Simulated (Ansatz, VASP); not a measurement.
Pt in VASP and in Ansatz

INCAR

```
  PREC = Accurate
  ENCUT = 520
  EDIFF = 1E-7
  ISMEAR = 0
  SIGMA = 0.15
  LREAL = False
  LASPH = True
  NELM = 80
  ALGO = Fast
  ISIF = 2
  LWAVE = False
  LCHARG = False
  GGA = PE
  NBANDS = 11
```

Contents of KPOINTS:

```
Automatic mesh
0
Gamma
  20 20 20
```

The input POSCAR:

```
Pt
1.0
    0.0073421250      1.9579000000      1.9579000000
    1.9579000000      0.0073421250      1.9579000000
    1.9652421250      1.9652421250      0.0000000000
Pt
1
Direct
    0.0000000000      0.0000000000      0.0000000000
```

Input for Ansatz:

```yaml
crystal:
  lattice:
    - [0.007342125, 1.9579, 1.9579]
    - [1.9579, 0.007342125, 1.9579]
    - [1.965242125, 1.965242125, 0.0]
  atoms:
    - { symbol: Pt, position: [0.0, 0.0, 0.0] }
basis:
  ecutwfc: 420
kpoints:
  mp_grid: { grid: [20, 20, 20] }
hamiltonian:
  xc: pbe
scf:
  occupations: { method: gaussian, width: 0.15 }
output:
  forces: true
  stress: true
  eigenvalues: true
```

Change from the starting cell: strain +0.0075 x Voigt [0, 0, 0, 0, 0, 1], atoms carried along.

Alike in both runs: task single point; functional PBE; k mesh 20 × 20 × 20; occupations gaussian, width 0.15 eV; no spin polarisation.

|  | VASP | Ansatz |
| --- | --- | --- |
| version | VASP 6.6.1 | Ansatz 0.2.0 |
| potentials or method | VASP PAW PBE potentials, release 64 (Pt) | scalar-relativistic, plane waves, PAW |
| plane-wave cutoff (eV) | 520 | 420 |
| valence electrons in the cell | 10 | 18 |

|  | VASP | Ansatz | Ansatz less VASP |
| --- | --- | --- | --- |
| gap on the k mesh at the Fermi level (eV) | none | none | - |
| pressure (GPa) | 11.0 | 11.6 | +0.54 |
| largest component of the traceless stress (GPa) | 0.65 | 0.65 | -0.003 |

A gap of «none» marks a metal or a gap that the smearing closes. The two sets of potentials don't hold the same shells in valence.

Spin-orbit coupling is left out, which matters for the levels of Pt.
